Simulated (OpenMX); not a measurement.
The system is CdSe.

```
Cd Se
1.0
     0.00000    2.87396    2.87396
     2.87396    0.00000    2.87396
     2.87396    2.87396    0.00000
Cd Se
1 1
Direct
  0.00000 0.00000 0.00000
  0.50000 0.50000 0.50000
```

Measurements of this composition are mostly on another form, of space group No. 186.

```yaml
Program: OpenMX 3.8.5
Task: single point
Functional: PBE
Potentials_or_basis: OpenMX 2013 PBE set, Cd7.0-s3p2d2, Se7.0-s3p2d2, grid cutoff 260 Ry
k_mesh: 9 × 9 × 9
Occupations: fermi-dirac, width 0.05 eV
Spin: no spin polarisation
```

On this cell: pressure 0.3 GPa; largest force zero by symmetry; band gap on the k mesh none (metal or under the smearing width).

The same run follows on a disturbed copy (atoms moved at random, drawn with an rms of 0.05 Å):

```
Cd Se
1.0
     0.00000    2.87396    2.87396
     2.87396    0.00000    2.87396
     2.87396    2.87396    0.00000
Cd Se
1 1
Direct
  0.98646 0.00218 0.01217
  0.49273 0.50827 0.48448
```

Problem. What does the disturbed cell give?

Solution. The energy (extrapolated to zero smearing) moves by +2.8 meV/atom; pressure 0.5 GPa; largest force 0.121 eV/Å; band gap on the k mesh none (metal or under the smearing width).

Forces on the atoms (eV/Å):
```
Cd  -0.070 -0.072  0.052
Se   0.080  0.078 -0.046
```

Caveats: the real-space grid is coarse for these elements, which adds noise of up to some 20 meV/atom to energies and shifts forces, pressures and volumes; the basis of atomic orbitals isn't converged, which shifts pressures, moduli and gaps.
